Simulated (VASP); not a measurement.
# CdF2 (I4/mmm) in VASP: a series of runs

One crystal, CdF2, is run at these levels: PBEsol; tasks: single point.

Program: VASP 6.6.1. These are calculated values, not measurements. Logs are shortened: lines on timing, memory, paths and dates and some standing lists are left out, and cuts for length are marked.

## 1. The cell of the first run

Symmetry: I4/mmm, No. 139, tetragonal system. Conventional cell: a = 3.593 Å, b = 3.593 Å, c = 5.990 Å, α = 90.00°, β = 90.00°, γ = 90.00°. Around Cd (site symmetry 4/mmm) lie 8 F at 2.34 Å. Around F (site symmetry -4m2) lie 4 Cd at 2.34 Å and 4 F at 2.54 Å.

## 2. Single point, PBEsol

Input file INCAR:

```
  PREC = Accurate
  ENCUT = 520
  EDIFF = 1E-6
  ISMEAR = 0
  SIGMA = 0.05
  LREAL = F
  LASPH = T
  NELM = 100
  ALGO = Normal
  ISIF = 2
  LWAVE = F
  LCHARG = T
  GGA = PS
  LELF = T
  LVHAR = T
  NBANDS = 20
```

Input file KPOINTS:

```
Automatic mesh
0
Gamma
  8 8 8
```

Input file POSCAR:

```
CdF2
1.0
    0.0000000000      2.5406438519      2.9949311632
    2.5406438519      0.0000000000      2.9949311632
    2.5406438519      2.5406438519      0.0000000000
Cd F
1 2
Direct
    0.0000000000      0.0000000000      0.0000000000
    0.2500000000      0.2500000000      0.2500000000
    0.7500000000      0.7500000000      0.7500000000
```

Potentials or basis: VASP PAW PBE potentials, release 64 (Cd, F).

Started as:

```bash
$ cat potpaw_PBE.64/Cd/POTCAR potpaw_PBE.64/F/POTCAR > POTCAR
$ mpirun -np 1 vasp_std > vasp.out
```

OUTCAR:

```text
PREC = Accurate
   ENCUT = 520
   EDIFF = 1E-6
   ISMEAR = 0
   LREAL = F
   LASPH = T
   NELM = 100
   ISIF = 2
   GGA = PS

 ion  position               nearest neighbor table
   1  0.000  0.000  0.000-   3 2.34   3 2.34   3 2.34   2 2.34   3 2.34   2 2.34   2 2.34   2 2.34

   2  0.250  0.250  0.250-   1 2.34   1 2.34   1 2.34   1 2.34
   3  0.750  0.750  0.750-   1 2.34   1 2.34   1 2.34   1 2.34

  LATTYP: Found a body centered tetragonal cell.
 ALAT       =     3.5930129925
 C/A-ratio  =     1.6670861861

  Lattice vectors:

 A1 = (  -2.5406438519,   0.0000000000,   2.9949311632)
 A2 = (   2.5406438519,   0.0000000000,   2.9949311632)
 A3 = (   0.0000000000,   2.5406438519,  -2.9949311632)

Analysis of symmetry for initial positions (statically):
=====================================================================
 Subroutine PRICEL returns:
 Original cell was already a primitive cell.

 Routine SETGRP: Setting up the symmetry group for a
 body centered tetragonal supercell.

 Subroutine GETGRP returns: Found 16 space group operations
 (whereof 16 operations were pure point group operations)
 out of a pool of 16 trial point group operations.

The static configuration has the point symmetry D_4h.

Analysis of symmetry for dynamics (positions and initial velocities):
=====================================================================
 Subroutine PRICEL returns:
 Original cell was already a primitive cell.

 Routine SETGRP: Setting up the symmetry group for a
 body centered tetragonal supercell.

 Subroutine GETGRP returns: Found 16 space group operations
 (whereof 16 operations were pure point group operations)
 out of a pool of 16 trial point group operations.

The dynamic configuration has the point symmetry D_4h.

 Subroutine INISYM returns: Found 16 space group operations
 (whereof 16 operations are pure point group operations),
 and found     1 'primitive' translations

----------------------------------------------------------------------------------------

                                     Primitive cell

  volume of cell :      38.6638

  direct lattice vectors                    reciprocal lattice vectors
     0.000000000  2.540643852  2.994931163    -0.196800508  0.196800508  0.166948745
     2.540643852  0.000000000  2.994931163     0.196800508 -0.196800508  0.166948745
     2.540643852  2.540643852  0.000000000     0.196800508  0.196800508 -0.166948745

  length of vectors
     3.927401667  3.927401667  3.593012993     0.324550094  0.324550094  0.324550094

  position of ions in fractional coordinates (direct lattice)
     0.000000000  0.000000000  0.000000000
     0.250000000  0.250000000  0.250000000
     0.750000000  0.750000000  0.750000000

  ion indices of the primitive-cell ions
   primitive index   ion index
                 1           1
                 2           2
                 3           3

----------------------------------------------------------------------------------------

 KPOINTS: Automatic mesh

Automatic generation of k-mesh.
 Grid dimensions read from file:
 generate k-points for:    8    8    8

 Generating k-lattice:

  Cartesian coordinates                     Fractional coordinates (reciprocal lattice)
    -0.024600063  0.024600063  0.020868593     0.125000000  0.000000000  0.000000000
     0.024600063 -0.024600063  0.020868593     0.000000000  0.125000000  0.000000000
     0.024600063  0.024600063 -0.020868593     0.000000000  0.000000000  0.125000000

  Length of vectors
     0.040568762  0.040568762  0.040568762

  Shift w.r.t. Gamma in fractional coordinates (k-lattice)
     0.000000000  0.000000000  0.000000000

 Subroutine IBZKPT returns following result:
 ===========================================

 Found     59 irreducible k-points:

 Following reciprocal coordinates:
            Coordinates               Weight
  0.000000  0.000000  0.000000      1.000000
  0.125000  0.000000  0.000000      8.000000
  0.250000  0.000000  0.000000      8.000000
  0.375000  0.000000  0.000000      8.000000
  0.500000  0.000000  0.000000      4.000000
  0.125000  0.125000  0.000000      2.000000
[... 16 lines left out ...]
  0.250000  0.000000  0.125000     16.000000
  0.375000  0.000000  0.125000     16.000000
 [... further k-points ...]
   k-points           NKPTS =     59   k-points in BZ     NKDIM =     59   number of bands    NBANDS=     20
   number of dos      NEDOS =    301   number of ions     NIONS =      3
   total plane-waves  NPLWV =  25200
   dimension x,y,z NGX =    30 NGY =   30 NGZ =   28
   dimension x,y,z NGXF=    60 NGYF=   60 NGZF=   56
   ions per type =               1   2
   NGX,Y,Z   is equivalent  to a cutoff of  12.70, 12.70, 12.96 a.u.
   NGXF,Y,Z  is equivalent  to a cutoff of  25.40, 25.40, 25.91 a.u.
 SYSTEM =  unknown system
   PREC   = accura    normal or accurate (medium, high low for compatibility)
   ISTART =      0    job   : 0-new  1-cont  2-samecut
   ICHARG =      2    charge: 1-file 2-atom 10-const
   ISPIN  =      1    spin polarized calculation?
   LNONCOLLINEAR =      F non collinear calculations
   LSORBIT =      F    spin-orbit coupling
   LASPH  =      T    aspherical Exc in radial PAW
   ENCUT  =  520.0 eV  38.22 Ry    6.18 a.u.   7.30  7.30  6.68*2*pi/ulx,y,z
   NELM   =    100;   NELMIN=  2; NELMDL= -5     # of ELM steps
   EDIFF  = 0.1E-05   stopping-criterion for ELM
   LREAL  =      F    real-space projection
   EDIFFG = 0.1E-04   stopping-criterion for IOM
   NSW    =      0    number of steps for IOM
   IBRION =     -1    ionic relax: 0-MD 1-quasi-New 2-CG
   NFREE  =      0    steps in history (QN), initial steepest desc. (CG)
   ISIF   =      2    stress and relaxation
   ISYM   =      2    0-nonsym 1-usesym 2-fastsym
   POTIM  = 0.5000    time-step for ionic-motion
   TEBEG  =    0.0;   TEEND  =   0.0 temperature during run
   PSTRESS=    0.0 pullay stress
   NELECT =      26.0000    total number of electrons
   NUPDOWN=      -1.0000    fix difference up-down
   EMIN   =  10.00;   EMAX   =-10.00  energy-range for DOS
   EFERMI =   0.00;   METHOD = LEGACY
   ISMEAR =     0;   SIGMA  =   0.05  broadening in eV -4-tet -1-fermi 0-gaus
   EFERMI_NEDOS =   21; number of points for ismear=-14 and -15
   IALGO  =     38    algorithm
   IMIX   =      4    mixing-type and parameters
     AMIX     =   0.40;   BMIX     =  1.00
     AMIX_MAG =   1.60;   BMIX_MAG =  1.00
  volume/ion in A,a.u.               =      12.89        86.97
  Fermi-wavevector in a.u.,A,eV,Ry     =   1.434271  2.710379 27.988988  2.057133
  Thomas-Fermi vector in A             =   2.553698
   LORBIT       =      0    0 simple, 1 ext, 2 COOP (PROOUT), +10 PAW based schemes
   GGA     = PS    functional components
   LHFCALC =     F    Hartree Fock is set to
   AEXX    =    0.0000 exact exchange contribution
   IVDW    =     0    specifies the selected vdW correction
   LEPSILON=     F    determine dielectric tensor
   LRPA    =     F    only Hartree local field effects (RPA)
 non-spin polarized calculation
 Gauss-broadening in eV      SIGMA  =   0.05
  energy-cutoff  :      520.00
  volume of cell :       38.66
 maximum number of plane-waves:      1052
 NGX is ok and might be reduce to    30
   NGX = 15   NGY = 15   NGZ = 13

 number of electron      26.0000003 magnetization

 Free energy of the ion-electron system (eV)
  ---------------------------------------------------
  ext. energy  EPLUGINS =         0.00000000
  ---------------------------------------------------
  free energy    TOTEN  =       -11.34637406 eV

  energy without entropy =      -11.34637406  energy(sigma->0) =      -11.34637406

 E-fermi :  -0.7606     XC(G=0): -10.7949

 val. band max:       -1.0573666199   @ k =  -0.2500   0.2500   0.5000
 cond. band min:       1.3237671118   @ k =   0.0000   0.0000   0.0000
 fundamental gap:      2.3811337317
 Fermi energy:        -0.7606121171

 k-point     1 :       0.0000    0.0000    0.0000
  band No.  band energies     occupation
      1     -22.0590      2.00000
      2     -20.7675      2.00000
      3      -7.0697      2.00000
      4      -6.9292      2.00000
      5      -6.9292      2.00000
      6      -5.8633      2.00000
[... 12 lines left out ...]
     19      16.9536      0.00000
     20      19.3711      0.00000

 k-point     2 :       0.1250    0.0000    0.0000
  band No.  band energies     occupation
      1     -22.0029      2.00000
      2     -20.8194      2.00000
      3      -6.9929      2.00000
      4      -6.8632      2.00000
      5      -6.7990      2.00000
      6      -5.8699      2.00000
[... 12 lines left out ...]
     19      17.2294      0.00000
     20      19.7972      0.00000

 k-point     3 :       0.2500    0.0000    0.0000
  band No.  band energies     occupation
      1     -21.8489      2.00000
      2     -20.9609      2.00000
      3      -6.8749      2.00000
      4      -6.7043      2.00000
      5      -6.3945      2.00000
      6      -5.8520      2.00000
[... 12 lines left out ...]
     19      17.8654      0.00000
     20      18.8971      0.00000

 k-point     4 :       0.3750    0.0000    0.0000
  band No.  band energies     occupation
      1     -21.6340      2.00000
      2     -21.1595      2.00000
      3      -6.8075      2.00000
      4      -6.5615      2.00000
      5      -5.8766      2.00000
      6      -5.8316      2.00000
[... 12 lines left out ...]
     19      17.3377      0.00000
     20      18.0347      0.00000

 k-point     5 :       0.5000    0.0000    0.0000
  band No.  band energies     occupation
      1     -21.4312      2.00000
      2     -21.3550      2.00000
      3      -6.7924      2.00000
      4      -6.5149      2.00000
      5      -5.8008      2.00000
      6      -5.7804      2.00000
[... 12 lines left out ...]
     19      17.0001      0.00000
     20      17.6146      0.00000

 k-point     6 :       0.1250    0.1250    0.0000
  band No.  band energies     occupation
      1     -22.0188      2.00000
      2     -20.7969      2.00000
      3      -6.9031      2.00000
      4      -6.8344      2.00000
      5      -6.8344      2.00000
      6      -5.9375      2.00000
[... 12 lines left out ...]
     19      17.5048      0.00000
     20      19.6688      0.00000

 k-point     7 :       0.2500    0.1250    0.0000
  band No.  band energies     occupation
      1     -21.9311      2.00000
      2     -20.8712      2.00000
      3      -6.8123      2.00000
      4      -6.6949      2.00000
      5      -6.5138      2.00000
      6      -5.9869      2.00000
[... 12 lines left out ...]
     19      18.6380      0.00000
     20      19.7056      0.00000
[... 277 lines left out ...]
 k-point    20 :      -0.3750    0.3750    0.0000
  band No.  band energies     occupation
      1     -21.6435      2.00000
      2     -21.1036      2.00000
      3      -6.5219      2.00000
      4      -6.0739      2.00000
      5      -5.9329      2.00000
      6      -5.8775      2.00000
[... 12 lines left out ...]
     19      19.6677      0.00000
     20      19.8991      0.00000

 k-point    21 :       0.5000    0.5000    0.0000
  band No.  band energies     occupation
      1     -21.7725      2.00000
      2     -20.9639      2.00000
      3      -6.7204      2.00000
      4      -5.9671      2.00000
      5      -5.9671      2.00000
      6      -5.7620      2.00000
[... 12 lines left out ...]
     19      17.1469      0.00000
     20      21.1317      0.00000

 k-point    22 :       0.1250    0.0000    0.1250
  band No.  band energies     occupation
      1     -21.9689      2.00000
      2     -20.8529      2.00000
      3      -6.9618      2.00000
      4      -6.8914      2.00000
      5      -6.6987      2.00000
      6      -5.8855      2.00000
[... 12 lines left out ...]
     19      17.9567      0.00000
     20      19.3416      0.00000

 k-point    23 :       0.2500    0.0000    0.1250
  band No.  band energies     occupation
      1     -21.8372      2.00000
      2     -20.9724      2.00000
      3      -6.8268      2.00000
      4      -6.7735      2.00000
      5      -6.3901      2.00000
      6      -5.9679      2.00000
[... 12 lines left out ...]
     19      17.8118      0.00000
     20      19.7665      0.00000

 k-point    24 :       0.3750    0.0000    0.1250
  band No.  band energies     occupation
      1     -21.6402      2.00000
      2     -21.1495      2.00000
      3      -6.7296      2.00000
      4      -6.5907      2.00000
      5      -5.9945      2.00000
      6      -5.9692      2.00000
[... 12 lines left out ...]
     19      17.0374      0.00000
     20      19.7205      0.00000

 [... further k-points ...]
[... 5 lines left out ...]
  --------------------------------------------------------------------------------------
  -------------------------------------------------------------------------------------
  Total        1.8295250      1.8295250     -2.6975750      0.0000000     -0.0000000      0.0000000
  in kB       75.8131444     75.8131444   -111.7840107      0.0000000     -0.0000000      0.0000000
  external PRESSURE =      13.2807593 kB  Pullay stress =       0.0000000 kB

 VOLUME and BASIS-vectors are now :
 -----------------------------------------------------------------------------
  energy-cutoff  :      520.00
  volume of cell :       38.66
      direct lattice vectors                 reciprocal lattice vectors
     0.000000000  2.540643852  2.994931163    -0.196800508  0.196800508  0.166948745
     2.540643852  0.000000000  2.994931163     0.196800508 -0.196800508  0.166948745
     2.540643852  2.540643852  0.000000000     0.196800508  0.196800508 -0.166948745

 POSITION                                       TOTAL-FORCE (eV/Angst)
 -----------------------------------------------------------------------------------
      0.00000      0.00000      0.00000        -0.000000     -0.000000      0.000000
      1.27032      1.27032      1.49747        -0.000000     -0.000000      0.000000
      3.81097      3.81097      4.49240         0.000000      0.000000     -0.000000
 -----------------------------------------------------------------------------------
    total drift:                                0.000000     -0.000000      0.000000

  FREE ENERGIE OF THE ION-ELECTRON SYSTEM (eV)
  ---------------------------------------------------
  free  energy   TOTEN  =       -11.3463740605 eV

  energy  without entropy=      -11.3463740605  energy(sigma->0) =      -11.34637406
```

Run time: 47 s. Hardware: 1 thread of Intel Xeon Platinum 8488C (Sapphire Rapids), shared host; peak memory 0.18 GiB.

What came out:

- Free energy: -11.3464 eV
- Pressure: 1.3 GPa
- Band gap on the k mesh: 2.38 eV, indirect (least direct gap 2.93 eV)

Stress tensor (GPa, compression positive):
```
  7.58   0.00   0.00
  0.00   7.58   0.00
  0.00   0.00 -11.18
```

Levels at points of the mesh, in eV from the valence-band top:
```
           k point  band 9  band 10  band 11  band 12  band 13  band 14  band 15  band 16  band 17  band 18
(0.00, 0.00, 0.00)   -0.97    -0.97    -0.70    -0.70    -0.55     2.38    12.24    12.24    12.68    17.28
(0.50, 0.00, 0.00)   -2.62    -2.21    -1.87    -0.72    -0.64     6.64     8.27    13.77    14.77    17.09
(0.50, 0.50, 0.00)   -3.08    -3.08    -1.20    -0.11    -0.11     7.30     9.61    11.84    14.28    14.28
(0.50, 0.00, 0.50)   -3.21    -3.14    -0.54    -0.30    -0.04     7.45     8.77    11.47    12.49    14.63
```

Caveat: the PAW data sets were made with another functional, which shifts forces and pressure a little.

## 3. Single point, PBEsol

Input file INCAR:

```
PREC = Accurate
ENCUT = 520
EDIFF = 1E-7
ISMEAR = 0
SIGMA = 0.05
LREAL = False
LASPH = True
NELM = 100
ALGO = Normal
ISIF = 2
LWAVE = False
LCHARG = False
GGA = PS
NBANDS = 20
```

Input file KPOINTS:

```
regular mesh
0
Gamma
  8 8 8
```

Input file POSCAR:

```
CdF2
1.0
    0.0000000000      2.8737878802      2.4901674840
    2.7122635029      0.0000000000      2.4901674840
    2.7122635029      2.8737878802      0.0000000000
Cd F
1 2
Direct
    0.0000000000      0.0000000000      0.0000000000
    0.2500000000      0.2500000000      0.2500000000
    0.7500000000      0.7500000000      0.7500000000
```

Potentials or basis: VASP PAW PBE potentials, release 64 (Cd, F).

Started as:

```bash
$ cat potpaw_PBE.64/Cd/POTCAR potpaw_PBE.64/F/POTCAR > POTCAR
$ mpirun -np 1 vasp_std > vasp.out
```

It took 61 s on 1 thread of Intel Xeon Platinum 8488C (Sapphire Rapids), shared host; peak memory 0.2 GiB.

The run converged. Its results:

```
Free energy            : -11.4484 eV
Pressure               : 1.2 GPa
Band gap on the k mesh : 2.48 eV, indirect (least direct gap 3.02 eV)
```

Stress tensor (GPa, compression positive):
```
-0.10  0.00  0.00
 0.00 -6.39  0.00
 0.00  0.00 10.17
```

Levels at points of the mesh, in eV from the valence-band top:
```csv
k point,band 10,band 11,band 12,band 13,band 14,band 15,band 16,band 17
"(0.00, 0.00, 0.00)",-1.08,-0.76,-0.63,-0.55,2.48,12.12,12.31,12.47
"(0.50, 0.00, 0.00)",-2.28,-1.97,-0.73,-0.67,6.69,8.46,13.64,14.52
"(0.50, 0.50, 0.00)",-3.23,-0.51,-0.36,-0.24,7.23,9.03,11.61,13.01
"(0.50, 0.00, 0.50)",-3.02,-1.09,-0.43,-0.02,7.52,9.30,11.56,13.70
"(0.00, 0.50, 0.50)",-3.05,-0.78,-0.55,0.00,7.63,8.93,11.38,13.08
```

Caveat: the PAW data sets were made with another functional, which shifts forces and pressure a little. A k mesh can miss the band edges.
